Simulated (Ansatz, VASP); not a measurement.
## One calculation of Ni, two programs

```
Ni
1.0
     0.00000    1.75582    1.75582
     1.75582    0.00000    1.75582
     1.75582    1.75582    0.00000
Ni
1
Direct
  0.00000 0.00000 0.00000
```

Alike in both runs: functional PBE; k mesh 26 × 26 × 26; occupations gaussian, width 0.1 eV; no spin polarisation.

Ansatz relaxed the structure, and its values are those at the end. VASP's run is a single point on that final structure, the one shown.

|  | VASP | Ansatz |
| --- | --- | --- |
| version | VASP 6.6.1 | Ansatz 0.2.0 |
| potentials or method | VASP PAW PBE potentials, release 64 (Ni) | scalar-relativistic, plane waves, PAW |
| plane-wave cutoff (eV) | 520 | 420 |
| valence electrons in the cell | 10 | 18 |

|  | VASP | Ansatz | Ansatz less VASP |
| --- | --- | --- | --- |
| gap on the k mesh at the Fermi level (eV) | none | none | - |
| pressure (GPa) | 0.0 | 0.0 | -0.01 |

A gap of «none» marks a metal or a gap that the smearing closes. The two sets of potentials don't hold the same shells in valence.

Caveats: the run has no spin polarisation, though such a crystal can be magnetic. Spin polarisation is off, so any magnetic state and its effect on volume and gap are missing.
